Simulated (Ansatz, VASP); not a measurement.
**Two plane-wave programs on Au**

```
Au
1.0
     0.00000    2.05850    2.05850
     2.05850    0.00000    2.05850
     2.05850    2.05850    0.00000
Au
1
Direct
  0.00000 0.00000 0.00000
```

Alike in both runs: task single point; functional r2SCAN; dispersion rVV10; k mesh 8 × 8 × 8; occupations gaussian, width 0.1 eV; no spin polarisation.

|  | VASP | Ansatz |
| --- | --- | --- |
| version | VASP 6.6.1 | Ansatz 0.2.0 |
| potentials or method | VASP PAW PBE potentials, release 64 (Au) | scalar-relativistic, plane waves, PAW |
| plane-wave cutoff (eV) | 520 | 500 |
| valence electrons in the cell | 11 | 19 |

```tsv
	VASP	Ansatz	Ansatz less VASP
gap on the k mesh at the Fermi level (eV)	none	none	-
pressure (GPa)	0.0	-1.2	-1.21
```

A gap of «none» marks a metal or a gap that the smearing closes. The two sets of potentials don't hold the same shells in valence.

Caveats: the PAW data sets were made with another functional, which shifts forces and pressure a little (VASP). The runs have no spin-orbit coupling, so splittings on Au are missing.
